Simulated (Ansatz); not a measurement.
The system is Hf.

```
Hf
1.0
     0.00000    2.22000    2.22000
     2.22000    0.00000    2.22000
     2.22000    2.22000    0.00000
Hf
1
Cartesian
  0.0000 0.0000 0.0000
```

This isn't the form of Hf at room conditions, which is hcp.

| Property | Result |
| --- | --- |
| Program | Ansatz 0.2.0 |
| Task | relaxation of cell and atoms |
| Functional | RPBE |
| Dispersion | D4 |
| Potentials or basis | Ansatz PAW |
| Cutoff | 420 eV (not typed: the program's choice for these potentials) |
| k mesh | 10 × 10 × 10 |
| Occupations | fermi-dirac, width 0.05 eV |
| Spin | no spin polarisation |

At the start: volume 21.88 Å³/atom.

Q: How do energy, volume and symmetry change on relaxing?

A: It ends after 4 steps and the volume is 22.64 Å³/atom (+3.5 %); space group Fm-3m (No. 225, to 0.05 Å).

The path:
```tsv
step	energy change (eV)	largest force (eV/Å)	volume (Å³)
1	0.0000	0.0000	21.88
2	-0.0079	0.0000	22.68
3	-0.0080	0.0000	22.64
4	-0.0082	0.0000	22.64
```

Final structure:
```yaml
crystal:
  lattice:
    - [0.00000, 2.24547, 2.24547]
    - [2.24547, 0.00000, 2.24547]
    - [2.24547, 2.24547, 0.00000]
  atoms:
    - { symbol: Hf, position: [0.00000, 0.00000, 0.00000] }
```

Caveat: the plane-wave basis is chosen anew once the cell has moved, so the energies of steps on either side of that aren't comparable; pairwise dispersion overbinds metals, which lowers pressure and volume; the PAW data sets come from PBE, with cores solved anew for the run's functional, which leaves a small shift of forces and pressure.
